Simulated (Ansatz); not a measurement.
Cell and atoms are relaxed with the symmetry kept. Start:

```yaml
crystal:
  lattice:
    - [-2.99241, 2.99241, 2.99241]
    - [2.99241, -2.99241, 2.99241]
    - [2.99241, 2.99241, -2.99241]
  atoms:
    - { symbol: Ga, position: [0.25000, 0.12500, 0.87500] }
    - { symbol: Ga, position: [0.12500, 0.87500, 0.25000] }
    - { symbol: Ga, position: [0.75000, 0.37500, 0.62500] }
    - { symbol: Ga, position: [0.87500, 0.25000, 0.12500] }
    - { symbol: Ga, position: [0.62500, 0.75000, 0.37500] }
    - { symbol: Ga, position: [0.37500, 0.62500, 0.75000] }
```

Level of theory: DFT PBE, scalar-relativistic, plane waves, PAW in Ansatz 0.2.0.

Cutoff 420 eV; k points 8×8×8 on the computed 6-atom cell (Γ-centred); Gaussian smearing, width 0.10 eV; no spin polarisation.

Problem. What does it relax to?

Solution. The volume increases by 1.09 Å³/atom to 18.95 Å³/atom, and the energy falls by 10.4 meV/atom. Final structure:
Space group I-43d (No. 220). a = 6.104 Å, b = 6.104 Å, c = 6.104 Å, α = 90.00°, β = 90.00°, γ = 90.00°
```json
{"atom": "Ga", "site": "12b", "symmetry": "-4..", "x": "0.3750", "y": "0.5000", "z": "0.7500"}
```

This form isn't the element's structure at ambient conditions.

Cost: 1 run of about 1.5 core-minutes, on Intel Xeon Processor @ 2.50GHz (Skylake/Cascade Lake) (shared hosts).